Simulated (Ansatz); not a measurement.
# C: the cost of one run

Computed with Ansatz 0.2.0 (DFT PBE, scalar-relativistic, plane waves, PAW, unless a step's input says otherwise).

1 further run of the same task is left out (it didn't finish).

## Step 1: The starting structure

It takes space group Imma (No. 74, orthorhombic). Conventional cell: a = 2.597 Å, b = 4.252 Å, c = 4.366 Å, α = 90.00°, β = 90.00°, γ = 90.00°. C (site symmetry m) has 4 C at 1.52 Å as nearest neighbours.

Coordinates:

```cif
data_structure
_symmetry_space_group_name_H-M 'P 1'
_symmetry_Int_Tables_number 1
_cell_length_a 3.3122
_cell_length_b 3.3122
_cell_length_c 3.3122
_cell_angle_alpha 133.832
_cell_angle_beta 100.143
_cell_angle_gamma 97.547
_cell_volume 24.11
loop_
_atom_site_label
_atom_site_type_symbol
_atom_site_fract_x
_atom_site_fract_y
_atom_site_fract_z
_atom_site_occupancy
C1 C 0.91153 0.34046 0.57107 1
C2 C 0.73060 0.65954 0.07107 1
C3 C 0.08847 0.65954 0.42893 1
C4 C 0.26940 0.34046 0.92893 1
```

Recipe of the guess: 4-connected net of one element (Imma, No. 74). Its size is a rough estimate.

## Step 2: Probe: one point on a coarse mesh

File input.yaml:

```yaml
crystal:
  lattice:
    - [-1.29864694, 2.12588151, 2.18288971]
    - [1.29864694, -2.12588151, 2.18288971]
    - [1.29864694, 2.12588151, -2.18288971]
  atoms:
    - { symbol: C, position: [0.91153082, 0.340463, 0.57106782] }
    - { symbol: C, position: [0.73060483, 0.659537, 0.07106782] }
    - { symbol: C, position: [0.08846918, 0.659537, 0.42893218] }
    - { symbol: C, position: [0.26939517, 0.340463, 0.92893218] }
basis:
  ecutwfc: 420
kpoints:
  mp_grid: { grid: [8, 8, 8] }
hamiltonian:
  xc: pbe
scf:
  occupations: { method: gaussian, width: 0.1 }
  lower_state_search: "off"
output:
  forces: true
  stress: true
  eigenvalues: true
```

Launch:

```sh
> ansatz run input.yaml --threads 1 --pin off --max-ram 2560MiB --backend cpu --events-out ev --progress --plain --runs-dir out
```

Q: Estimate wall time and peak memory on 1 thread of Intel Xeon at 2.50GHz (Skylake/Cascade Lake), shared host.

About 4 s, with a peak of 0.32 GiB.
